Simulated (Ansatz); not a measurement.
FeGe2: relaxation of cell and atoms with PBEsol+U

Crystal: FeGe2.

```
Ge Fe
1.0
    -2.95956    2.95956    2.45140
     2.95956   -2.95956    2.45140
     2.95956    2.95956   -2.45140
Ge Fe
4 2
Cartesian
  -0.9168 2.0427 2.4514
  2.0427 0.9168 2.4514
  0.9168 2.0427 0.0000
  3.8764 0.9168 0.0000
  0.0000 0.0000 1.2257
  0.0000 0.0000 3.6771
```

The cell is a database's computed one.

| Property | Result |
| --- | --- |
| Program | Ansatz 0.2.0 |
| Task | relaxation of cell and atoms |
| Functional | PBEsol |
| Potentials or basis | Ansatz PAW |
| Cutoff | 420 eV (not typed: the program's choice for these potentials) |
| k mesh | 7 × 7 × 7 |
| Occupations | fermi-dirac, width 0.05 eV |
| Spin | collinear spin, ferromagnetic start |
| Starting moments | [0.0, 0.0, 0.0, 0.0, 3.0, 3.0] μB |
| Hubbard terms | Fe d U = 5 eV |
| Hubbard projectors | ortho-atomic (the default) |
| Double counting | fll (the default) |

- Relaxed volume: 15.82 Å³/atom
- Relaxed cell: a = 5.021 Å, b = 5.021 Å, c = 5.021 Å, α = 104.48°, β = 104.48°, γ = 120.00°
- Space group after relaxing (to 0.05 Å): I4/m (No. 87)
- Energy gained by relaxing: 48.0 meV/atom
- Ionic steps: 13
- Pressure after relaxing: 0.0 GPa
- Band gap on the k mesh: none (metal or under the smearing width)
- Net moment: 4.95 μB per cell
- Absolute moment: 6.28 μB per cell
- Site moments: Ge -0.09; Fe +2.74 μB

Step by step:
```
step  energy change (eV)  largest force (eV/Å)  volume (Å³)
   1              0.0000                0.1054        85.89
   2             -0.1869                0.1452        91.03
   3             -0.2218                0.0012        94.14
   4             -0.2220                0.0046        94.26
   5             -0.2262                0.0046        94.26
   6             -0.2262                0.0021        94.37
   7             -0.2262                0.0020        94.37
   8             -0.2698                0.2451        94.37
   9             -0.2866                0.1426        94.82
  10             -0.2879                0.0336        94.92
  11             -0.2880                0.0006        94.94
  12             -0.2881                0.0006        94.94
  13             -0.2881                0.0006        94.94
```

Final structure:
```xyz
6
Lattice="-3.0749 3.0749 2.5104 3.0749 -3.0749 2.5104 3.0749 3.0749 -2.5104" Properties=species:S:1:pos:R:3 pbc="T T T"
Ge   -0.9177    2.1142    2.5104
Ge    2.1142    0.9177    2.5104
Ge    0.9607    2.1571    0.0000
Ge    3.9926    0.9607    0.0000
Fe    0.0000    0.0000    1.2628
Fe    0.0000    0.0000    3.7581
```

Levels at points of the mesh, in eV from the Fermi level:
Spin up:
```tsv
k point	band 44	band 45	band 46	band 47	band 48	band 49
(0.00, 0.00, 0.00)	-2.22	-2.22	-1.85	-1.53	-1.36	-1.36
```
Spin down:
| k point | band 40 | band 41 | band 42 | band 43 | band 44 | band 45 |
| --- | --- | --- | --- | --- | --- | --- |
| (0.00, 0.00, 0.00) | -2.21 | -1.96 | -1.81 | -1.03 | -0.43 | 2.50 |

Eigenvalues of the final occupation matrices:
| site | spin | trace | eigenvalues |
| --- | --- | --- | --- |
| site 1 | 1 | 4.79 | 0.94 0.96 0.96 0.96 0.96 |
| site 1 | 2 | 1.95 | 0.10 0.15 0.15 0.76 0.80 |
| site 2 | 1 | 4.79 | 0.94 0.96 0.96 0.96 0.96 |
| site 2 | 2 | 1.95 | 0.10 0.15 0.15 0.76 0.80 |

Wall time 7.9 min on 2 threads of Arm Neoverse V2, on a shared host, peak memory 2 GiB.

Caveat: the magnetic or orbital state may not be the lowest; the plane-wave basis is chosen anew once the cell has moved, so the energies of steps on either side of that aren't comparable; the PAW data sets come from PBE, with cores solved anew for the run's functional, which leaves a small shift of forces and pressure; the U is typed as a test and isn't derived for this compound. The state reached can hang on the start; a lower one may exist.
